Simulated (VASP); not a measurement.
# Results of a VASP single-point calculation on PbS (strained rocksalt)

POSCAR

```
Pb S
 1.0000000000000000
    -0.0409198569000000    2.9761851461000002    2.9761851461000002
     2.9761851461000002   -0.0409198569000000    2.9761851461000002
     2.9761851461000002    2.9761851461000002   -0.0409198569000000
 Pb  S
   1   1
Cartesian
  0.0000000000000000  0.0000000000000000  0.0000000000000000
  2.9557252176500004  2.9557252176500004  2.9557252176500000
```

```yaml
gap_between_bands_v_and_c: 0.35 eV
least_direct_gap: 0.45 eV
```

Band v is the last that the valence electrons fill when counted band by band, and c is the next. Levels in eV from the top of v:

```tsv
point	v−1	v	c	c+1
Γ	-2.06	-1.92	5.12	5.14
X	-3.30	-3.17	4.01	5.40
K	-2.81	-2.36	3.29	4.07
L	-1.69	-0.10	0.35	1.92
W	-4.18	-0.96	2.21	4.61
```

**Question.** Which of these levels of theory gave these results?
A. PBEsol
B. PBE0
C. r²SCAN
D. PBE
E. PBE with spin–orbit coupling
F. LDA
G. HSE06

**Answer.** D.

The INCAR was:

```
LELF = .TRUE.
EDIFF = 1E-7
ISMEAR = -1
GGA = PE
NBANDS = 17
ISIF = 2
ENCUT = 520
LASPH = .TRUE.
PREC = Accurate
LREAL = .FALSE.
IBRION = -1
SIGMA = 0.02
NSW = 0
LWAVE = .FALSE.
LCHARG = .TRUE.
NELM = 120
```
